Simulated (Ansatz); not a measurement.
Relativity in W

```
W
1.0
    -1.59730    1.59730    1.59730
     1.59730   -1.59730    1.59730
     1.59730    1.59730   -1.59730
W
1
Direct
  0.00000 0.00000 0.00000
```

The structure is an experimental refinement, used without relaxation. It was measured hot, at 2171 K.

One fixed cell is solved with PBE by full-potential LAPW in Ansatz 0.2.0 under different relativistic treatments. Pressure is positive in compression.

Settings: a Γ-centred 14×14×14 k mesh, Fermi–Dirac smearing of 0.03 eV, basis error target 1 meV/atom, no spin polarisation.

```json
{"setting": "scalar-relativistic", "P (GPa)": "-2.50"}
{"setting": "non-relativistic", "P (GPa)": "?"}
{"setting": "with spin–orbit coupling", "P (GPa)": "?"}
{"setting": "scalar-relativistic, point nuclei", "P (GPa)": "-2.52"}
```

**Question.** Fill in "P (GPa)" for the row "with spin–orbit coupling".

**Answer.** -2.19.

**Question.** Fill in "P (GPa)" for the row "non-relativistic".

**Answer.** 14.44.
